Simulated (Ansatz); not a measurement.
InP:

```
In P
1.0
     0.00000    2.93050    2.93050
     2.93050    0.00000    2.93050
     2.93050    2.93050    0.00000
In P
1 1
Direct
  0.00000 0.00000 0.00000
  0.75000 0.75000 0.75000
```

Base run:

```yaml
Program: Ansatz 0.2.0
Functional: PBE
Potentials_or_basis: Ansatz PAW
Cutoff: "420 eV (not typed: the program's choice for these potentials)"
k_mesh: 8 × 8 × 8
Occupations: fermi-dirac, width 0.05 eV
Spin: no spin polarisation
```

Its results: band gap on the k mesh 0.72 eV, direct; pressure 3.3 GPa.

Question: The run is repeated on the same cell with these changes: functional from PBE to BLYP; occupations from fermi-dirac, width 0.05 eV to cold, width 0.01 eV. What comes out?

Answer: Band gap on the k mesh 0.60 eV, direct; pressure 6.7 GPa.

Caveats: spin-orbit coupling is left out, which moves the levels of the heavy elements; the PAW data sets come from PBE, with cores solved anew for the run's functional, which leaves a small shift of forces and pressure (some runs).

